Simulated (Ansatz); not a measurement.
## MoSe2 (P6_3/mmc), bands, slopes and optics on a fine k mesh: input and output

Method: PBEsol, PAW on Ansatz 0.2.0's default frozen-core files (fitted under PBE), scalar-relativistic.

The cell comes from a PAW relaxation under the same functional.

Launched as:

```sh
ansatz run input.yaml --threads 2 --pin off --max-ram 6144MiB --backend cpu --events-out ev --progress --plain --runs-dir out
```

Input:

```yaml
crystal:
  lattice:
    - [3.26931814646, 0.0, 0.0]
    - [-1.63465907323, 2.83131256788, 0.0]
    - [0.0, 0.0, 13.12030274934]
  atoms:
    - { symbol: Mo, position: [0.333333333333, 0.666666666667, 0.25] }
    - { symbol: Mo, position: [0.666666666667, 0.333333333333, 0.75] }
    - { symbol: Se, position: [0.333333333333, 0.666666666667, 0.623149102121] }
    - { symbol: Se, position: [0.666666666667, 0.333333333333, 0.123149102121] }
    - { symbol: Se, position: [0.333333333333, 0.666666666667, 0.876850897879] }
    - { symbol: Se, position: [0.666666666667, 0.333333333333, 0.376850897879] }
kpoints:
  mp_grid: { grid: [8, 8, 2] }
scf:
  occupations: { method: fixed }
hamiltonian:
  xc: pbesol
  pseudopotentials: { kind: paw }
output:
  forces: true
  stress: true
  eigenvalues: true
  eigenstates:
    nscf_kmesh: { grid: [10, 10, 4] }
    de_dk: true
    e_range: [-9, 10.91584427237]
  optics:
    e_range: [0, 30]
    de: 0.2
    sigma: 0.1
    bands: { spectra_wanted_up_to: 30 }
    nscf_kmesh: { grid: [10, 10, 4] }
checkpoint:
  write: ck
  write_wavefunctions: false
```

Output (shortened where marked):

```
Warning: RAYON_NUM_THREADS=2 ignored (pool sized by the plan → 2); use --threads N
Engine: ansatz 0.2.0, x86_64-unknown-linux-gnu
Pseudopotentials: kind: paw
Pseudopotential: Mo, paw, valence charge 14, recommended cutoff 420 eV (normal), Mo.paw.azcp
Pseudopotential: Se, paw, valence charge 16, recommended cutoff 420 eV (normal), Se.paw.azcp
Functional definition: PBEsol
  exchange = pbesol_x
  correlation = pbesol_c
Crystal: 6 atoms, lattice volume = 121.448 Å³
Basis set: ecut = 420 eV, 2419 PW (Γ), exchange–correlation on 48×48×180 points (8 copies of the dense FFT grid, shifted against one another)
Bands: 56, of which v1, the nominal top of the filled ones, is band 46 counted from 1 (45 counted from 0)
Symmetry: 24 space group operations
Space group: P63/mmc (ITA 194), of the structure as read, at distance tolerance 5.0e-5 Å
k-points: 20 of 128
Non-local potential: Mo, projectors of the file, l = 0: 3, l = 1: 2, l = 2: 2, l = 3: 1
Non-local potential: Se, projectors of the file, l = 0: 2, l = 1: 2, l = 2: 3, l = 3: 1
PAW form: soft (Blöchl's): semilocal exchange-correlation on the pseudo side does not see the compensation charge
[... 25 lines left out ...]
SCF converged after 10 iterations
Free energy (F): -31496.078800 eV
Harris-Foulkes:  -31496.078800 eV  (|F-HF|=3.64e-12)
Internal energy: -31496.078800 eV  (E = F + TS)
E sigma→0 (E₀):  -31496.078800 eV
Fermi energy:    12.160339 eV
--- Per-component energies (eV) ---
  E_band       = -1646.483646
  E_kinetic    = 1360.552584
  E_local      = -12064.694353  (includes V_loc(G=0)·N_el)
  E_nonlocal   = -2079.596471
  E_hartree    = 5705.126582
  E_xc         = -780.677748
  E_vxc        = -852.674130  (∫ρ·V_xc dr)
  E_paw        = -13759.767449  (= ΣΔE_a)
  E_vpaw       = 579.677836  (= ΣTr[D̂ρ^β])
  E_aug_tail   = -0.002334  (compensation charges beyond the density's cutoff)
  E_ewald      = -9881.472011
  E_core_change = 4.452400  (= ΣΔE_core)
  E_smearing   = -0.000000  (= −TS)
  E_closure    = 0.000000  (closes the sum)
  Σ components = -31496.078800   (vs F -31496.078800, Δ=0.00e0)
--- Forces (eV/Å), atoms counted from 1 ---
  atom   1  Mo     0.00000000     0.00000000     0.00000000
  atom   2  Mo     0.00000000    -0.00000000     0.00000000
  atom   3  Se     0.00000000     0.00000000    -0.00027937
  atom   4  Se     0.00000000    -0.00000000    -0.00027937
  atom   5  Se     0.00000000     0.00000000     0.00027937
  atom   6  Se     0.00000000    -0.00000000     0.00027937
  max |Σ_I F_I| component: 9.25e-18 eV/Å
--- Stress (GPa, compression-positive) ---
        0.006928      -0.000000       0.000000
        0.000000       0.006928       0.000000
        0.000000       0.000000       0.016554
  P = ⅓ Tr σ = 0.0101 GPa (0.101 kbar)
--- Fermi surface from the table of eigenstates not read: on its mesh, or on one of the eight of every second point, the electrons fill whole bands (an insulator's do; a metal wants a denser output.eigenstates.nscf_kmesh) ---
```

Self-consistency was reached.

Head of optics.tsv:

```
# E[eV]	eps2_xx	eps2_yy	eps2_zz	eps2_xy	eps2_xz	eps2_yz	eps1_xx	eps1_yy	eps1_zz	eps1_xy	eps1_xz	eps1_yz	loss_summed_bands_xx	loss_summed_bands_yy	loss_summed_bands_zz	eps
# format = ansatz-optics/6
# eps_inf(xx yy zz) = 17.278896 17.278896 11.297585
# eps_inf_bands = all
# eps_inf_summed_bands(xx yy zz) = 17.251822 17.251822 11.270026
# eps_inf_completed(xx yy zz) = 17.278896 17.278896 11.297585
# k_sum = mesh_cells
# eps2_relative_error = 0.0012
# eps_inf_relative_error = 0.0037
# f_sum_n_eff(xx yy zz) = 50.985798 50.985798 50.838061 of n_electrons = 92.000000
# f_sum_n_eff_momentum_only(xx yy zz) = 43.482828 43.482828 43.326878
# loss_f_sum_n_eff(xx yy zz) = 50.987384 50.987384 50.834903
# perfect_screening_sum(xx yy zz) = 0.942035 0.942035 0.911269
# perfect_screening_sum_on_rows(xx yy zz) = 0.941969 0.941969 0.910368
# n_bands = 143
# n_bands_set_by = photon_energy
# valid_up_to_ev = 39.455669
# least_direct_gap_ev = 1.642178e0 at k(fractional) = 0.300000 0.300000 0.000000, k_point = 39, channel = 0, bands = 45 46 (counted from 0)
# evaluated_top_ev = 105.400000
# all_electron_strengths = true
# band_completion = completed
# response = whole
# tolerance = 0.01
# method = lanczos_chains
# lanczos_steps = 5
# chains_run = together
# ended_by = wanted_rows_settled
# boundable_up_to_ev = 39.455669
# wanted_up_to_ev = 30.000000
# change_inside_cells = 0.0004 (estimated)
# bound_at_0(xx yy zz) = bounded bounded bounded
```

Optical constants:

Independent-particle optical response of a crystal from Kohn-Sham bands on the fine mesh, no local fields or excitons; Cartesian axes as in the input; normal incidence from vacuum, light polarised along x.

```json
{"Fine mesh": "10, 10, 4", "Line width": "0.1 eV"}
```

```csv
photon energy (eV),refractive index,extinction,reflectivity,loss function,absorption (×10⁵ cm⁻¹)
1.2,4.605,0,0.4137,0,0
2.4,4.991,2.218,0.5108,0.0249,5.395
3.6,3.524,2.489,0.4713,0.0506,9.082
4.8,2.283,2.593,0.4783,0.0831,12.62
6,1.633,2.493,0.5032,0.1032,15.16
7.2,0.991,1.706,0.4235,0.2231,12.45
8.4,1.511,1.145,0.2063,0.268,9.744
9.6,1.855,1.658,0.3192,0.1606,16.13
10.8,1.3,1.918,0.4202,0.1731,20.99
12,0.783,1.531,0.4328,0.2743,18.62
13.2,0.693,1.385,0.421,0.3334,18.54
14.4,0.648,1.322,0.4193,0.3646,19.3
15.6,0.535,1.14,0.4145,0.4852,18.02
16.8,0.451,1.057,0.4397,0.5472,17.99
18,0.326,0.848,0.4737,0.8121,15.46
19.2,0.31,0.67,0.427,1.401,13.03
20.4,0.324,0.494,0.3514,2.633,10.21
21.6,0.406,0.34,0.2239,3.511,7.445
22.8,0.48,0.248,0.1472,2.79,5.737
24,0.567,0.17,0.0871,1.572,4.147
25.2,0.628,0.152,0.0603,1.095,3.89
26.4,0.672,0.114,0.043,0.7122,3.06
27.6,0.739,0.093,0.0253,0.4453,2.592
28.8,0.776,0.083,0.018,0.3452,2.41
30,0.819,0.087,0.0121,0.3099,2.649
```

**Dielectric function**

```
Fine mesh  : 10, 10, 4
Line width : 0.1 eV
```

```tsv
photon energy (eV)	dielectric real xx	dielectric imag xx	dielectric real zz	dielectric imag zz
1.2	21.21	0	12.32	0
2.4	19.99	22.14	14.18	8.497
3.6	6.22	17.54	17.4	8.612
4.8	-1.515	11.84	4.455	20.3
6	-3.548	8.144	-2.447	7.3
7.2	-1.93	3.381	2.051	7.41
8.4	0.972	3.458	0.523	8.747
9.6	0.693	6.15	-2.376	5.479
10.8	-1.989	4.985	-2.53	4.867
12	-1.73	2.397	-2.485	2.154
13.2	-1.44	1.919	-1.252	1.877
14.4	-1.328	1.714	-1.561	1.602
15.6	-1.013	1.22	-1.553	1.026
16.8	-0.913	0.954	-0.97	0.751
18	-0.612	0.552	-0.616	0.398
19.2	-0.352	0.415	-0.328	0.404
20.4	-0.139	0.319	-0.133	0.294
21.6	0.049	0.276	0.037	0.24
22.8	0.169	0.238	0.138	0.24
24	0.293	0.193	0.245	0.168
25.2	0.372	0.191	0.339	0.153
26.4	0.438	0.154	0.421	0.13
27.6	0.537	0.137	0.514	0.137
28.8	0.596	0.128	0.556	0.126
30	0.663	0.143	0.625	0.098
```

### Optical peaks

Highest local maxima between 0.6 eV and the top less 1.5 eV.

| Quantity | Value |
| --- | --- |
| Fine mesh | 10, 10, 4 |
| Window top | 30 eV |
| Line width | 0.1 eV |
| Highest loss peak energy x | 21.34 eV |
| Highest loss peak height x | 3.621 |
| Highest eps2 peak energy x | 2.931 eV |
| Highest eps2 peak height x | 27.17 |
| Highest loss peak energy z | 21.49 eV |
| Highest loss peak height z | 4.106 |
| Highest eps2 peak energy z | 5.164 eV |
| Highest eps2 peak height z | 23.92 |
| Dielectric electronic (x, y, z) | 17.28, 17.28, 11.3 |

Keep in mind: frozen-core PAW files fitted under PBE, their cores solved anew for the functional of the run; no spin-orbit coupling on heavy atoms; semilocal gaps are low, and what follows the gap (onsets, screening, light masses) shifts with it; no dispersion correction, so the spacing and stiffness between layers or molecules are poor; the k mesh misses the point K, so gaps read on it can be too wide.

Time and hardware: 4.5 min on 2 threads of Intel(R) Xeon(R) Platinum 8488C (Sapphire Rapids), on a shared host, peak memory 2.2 GiB.
